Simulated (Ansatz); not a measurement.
## Calculated ³³S NMR of the central transition for GeS

Cell: a computed structure from the Materials Project (it need not be an observed phase), whose atoms a relaxation with r2SCAN at fixed cell left in place.

```cif
data_GeS
_symmetry_space_group_name_H-M 'Pnma'
_symmetry_Int_Tables_number 62
_cell_length_a 10.7808
_cell_length_b 3.6031
_cell_length_c 4.5231
_cell_angle_alpha 90.000
_cell_angle_beta 90.000
_cell_angle_gamma 90.000
loop_
_atom_site_label
_atom_site_type_symbol
_atom_site_symmetry_multiplicity
_atom_site_Wyckoff_symbol
_atom_site_fract_x
_atom_site_fract_y
_atom_site_fract_z
Ge Ge 4 c 0.8722 0.2500 0.3669
S S 4 c 0.6548 0.2500 0.5148
```

One atom of each set is listed.

Method: Kohn–Sham DFT in Ansatz, r2SCAN, plane waves and PAW, scalar-relativistic, 500 eV cutoff, Γ-centred 3×9×7 k-points, Fermi–Dirac smearing 0.01 eV.

³³S has I = 3/2 and Q = -69.40 mb (Pyykkö 2018); at 11.7 T its Larmor frequency is ν₀ = 38.3 MHz. Only the quadrupole interaction is simulated: positions count from each site's isotropic chemical shift, and shift anisotropy, dipolar and J coupling are left out.

Simulated pattern of one S site (static powder, Gaussian broadening 20 kHz):

| offset (kHz) | height |
| --- | --- |
| -342.2 | 0 |
| -324.7 | 7 |
| -307.2 | 46 |
| -289.7 | 73 |
| -272.2 | 94 |
| -254.6 | 100 |
| -237.1 | 75 |
| -219.6 | 62 |
| -202.1 | 55 |
| -184.6 | 50 |
| -167.1 | 47 |
| -149.5 | 45 |
| -132.0 | 43 |
| -114.5 | 42 |
| -97.0 | 41 |
| -79.5 | 40 |
| -61.9 | 40 |
| -44.4 | 40 |
| -26.9 | 40 |
| -9.4 | 38 |
| 8.1 | 33 |
| 25.7 | 32 |
| 43.2 | 33 |
| 60.7 | 36 |
| 78.2 | 38 |
| 95.7 | 43 |
| 113.2 | 50 |
| 130.8 | 66 |
| 148.3 | 94 |
| 165.8 | 60 |
| 183.3 | 8 |
| 200.8 | 0 |

Problem. Which |C_Q| and η does the pattern imply?

Solution. The pattern spans 483 kHz before broadening and its centre of gravity is at -86.1 kHz, which fixes P_Q; the places of the horns and steps fix η. That gives P_Q = 11.5 MHz, |C_Q| = 11.5 MHz and η = 0.09. The sign of C_Q can't be read from the pattern.

At S V_zz stands upright on the plane through its three neighbours (within 9°).
